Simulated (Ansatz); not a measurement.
# MnO: the cost of one run

Computed with Ansatz 0.2.0 (DFT PBEsol, scalar-relativistic, unless a step's input says otherwise).

### 1 Starting point

It takes space group P6_3mc (No. 186, hexagonal). The conventional cell has a = 3.372 Å, b = 3.372 Å, c = 5.386 Å, α = 90.00°, β = 90.00°, γ = 120.00°. Mn (site symmetry 3m) is surrounded by 4 O at 1.96 to 2.08 Å. O (site symmetry 3m) has 4 Mn at 1.96 to 2.08 Å as nearest neighbours.

As a file:

```
CELL_PARAMETERS angstrom
3.37170 0.00000 0.00000
-1.68585 2.91998 0.00000
0.00000 0.00000 5.38550
ATOMIC_POSITIONS crystal
Mn 0.33333 0.66667 0.01096
Mn 0.66667 0.33333 0.51096
O 0.33333 0.66667 0.37547
O 0.66667 0.33333 0.87547
```

Structure: COD 4117966, as refined from experiment and not relaxed.

Atoms are numbered in the order of the input: Mn1, Mn2, O3, O4.

### 2 All-electron LAPW

input.yaml reads:

```yaml
crystal:
  lattice:
    - [3.3717009293, 0.0, 0.0]
    - [-1.6858504646, 2.9199786587, 0.0]
    - [0.0, 0.0, 5.3855]
  atoms:
    - { symbol: Mn, position: [0.3333333333, 0.6666666667, 0.01096], spin: 4.0 }
    - { symbol: Mn, position: [0.6666666667, 0.3333333333, 0.51096], spin: 4.0 }
    - { symbol: O, position: [0.3333333333, 0.6666666667, 0.37547] }
    - { symbol: O, position: [0.6666666667, 0.3333333333, 0.87547] }
magnetization:
  spin_polarized: true
kpoints:
  mp_grid: { grid: [14, 14, 8] }
  band_path:
    path:
      - [0.0, 0.0, 0.0]
      - [0.5, 0.0, 0.0]
      - [0.3333333333, 0.3333333333, 0.0]
      - [0.0, 0.0, 0.0]
      - [0.0, 0.0, 0.5]
      - [0.5, 0.0, 0.5]
      - [0.3333333333, 0.3333333333, 0.5]
      - [0.0, 0.0, 0.5]
      - [0.5, 0.0, 0.5]
    npoints: 14
scf:
  occupations: { method: fermi_dirac, width: 0.05 }
hamiltonian:
  xc: pbesol
  pseudopotentials: { kind: all_electron, lapw: { basis_error: 0.0005 } }
output:
  forces: true
  stress: true
  eigenvalues: true
  populations: true
  dos: { projected: true, de: 0.2, e_range: [-14, 8] }
```

Launch:

```bash
$ ansatz run input.yaml --threads 1 --pin off --max-ram 6144MiB --backend cpu --events-out ev --progress --plain --runs-dir out
```

What time and memory should one allow on 1 thread of Intel Xeon Platinum 8488C (Sapphire Rapids), shared host?

About 6.2 min, with a peak of 1.3 GiB.
